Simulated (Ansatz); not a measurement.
Crystal: KCl.

```xyz
2
Lattice="3.8392 0.0000 0.0000 0.0000 3.8392 0.0000 0.0000 0.0000 3.8392" Properties=species:S:1:pos:R:3 pbc="T T T"
K     0.0000    0.0000    0.0000
Cl    1.9196    1.9196    1.9196
```

Measurements of this composition are mostly on another form, of space group No. 225.

Program: Ansatz 0.2.0. Alike in all runs: task single point; level HSE06 form with a typed share of exact exchange; potentials or basis Ansatz PAW; no spin polarisation; cell as given; k mesh 4 × 4 × 4; cutoff (eV) 420; smearing fermi-dirac 0.05 eV.

Task: Order these runs on this cell by their band gap on the k mesh, lowest first.
A. share of exact exchange 0.2
B. share of exact exchange 0.3
C. share of exact exchange 0.1
D. share of exact exchange 0.05
E. share of exact exchange 0.25

Result: D (5.06 eV), C (5.33 eV), A (5.87 eV), E (6.14 eV), B (6.41 eV).

A k mesh can miss the band edges.
